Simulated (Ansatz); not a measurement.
A 2-atom cell of BN (R3m) from a materials database, relaxed with r2SCAN+rVV10, was run in Ansatz 0.2.0 under altered settings. All numbers are computed, without spin polarisation but where a row says otherwise.

```xyz
2
Lattice="2.4882 0.0028 -0.2445 -1.2345 2.1604 0.2445 -0.9250 -0.9088 3.3134" Properties=species:S:1:pos:R:3 pbc="T T T"
B     1.2477    2.1502   -0.0203
N     0.3161   -0.1996    3.2088
```

The base run's other keys:
```yaml
kpoints:
  mp_grid: { grid: [6, 6, 6] }
hamiltonian:
  xc: hse06
scf:
  occupations: { method: fixed }
  n_extra_bands: 4
```

It takes 11 iterations with 347 plane waves at 420 eV and 112 k points, and leaves a mean stress of -0.49 GPa. The gap over this mesh is 5.486 eV. It ran on 4 threads of Arm Neoverse N1, with other jobs on the host.

Outcomes, with energy and stress as changes against the base:
```tsv
setting	outcome	ΔF (meV/atom)	Δ mean stress (GPa)	gap on the mesh (eV)	iterations	wall time
hamiltonian.xc: cam_b3lyp	converged	–	-0.8	8.558	14	20 s
PBE hybrid, exx coeff 0.75, unscreened	converged	–	-9.3	10.536	19	20 s
PBE hybrid, exx coeff 0.15, omega 0.3 1/Å	converged	–	+2.1	4.827	11	16 s
scf.occupations: gaussian 0.05	converged	0.0	0.0	5.486	11	17 s
```
A dash marks a value that wasn't obtained or can't be compared. Stress is positive in compression. The base took 17 s.

- hamiltonian.xc: cam_b3lyp. The mean stress moves by -0.8 GPa and the gap on the mesh by +3.072 eV (to 8.558). It's another functional on the same cell, so totals aren't comparable.
- PBE hybrid, exx coeff 0.75, unscreened. That is 75 % exact exchange, at all ranges, against HSE06's 25 % screened at 0.208 1/Å. The mean stress moves by -9.3 GPa and the gap on the mesh by +5.050 eV (to 10.536). Totals of different functionals aren't comparable.
- PBE hybrid, exx coeff 0.15, omega 0.3 1/Å. That is 15 % exact exchange, screened with ω = 0.3 1/Å, against HSE06's 25 % screened at 0.208 1/Å. The mean stress moves by +2.1 GPa and the gap on the mesh by -0.659 eV (to 4.827). Totals of different functionals aren't comparable.

Within 1 meV an atom, 0.1 GPa and 0.005 eV of the base stay: scf.occupations: gaussian 0.05.

The stress of a hybrid is loosely converged in these runs.

The meshes of the hybrids are coarse, so their gaps aren't converged to the digits shown.
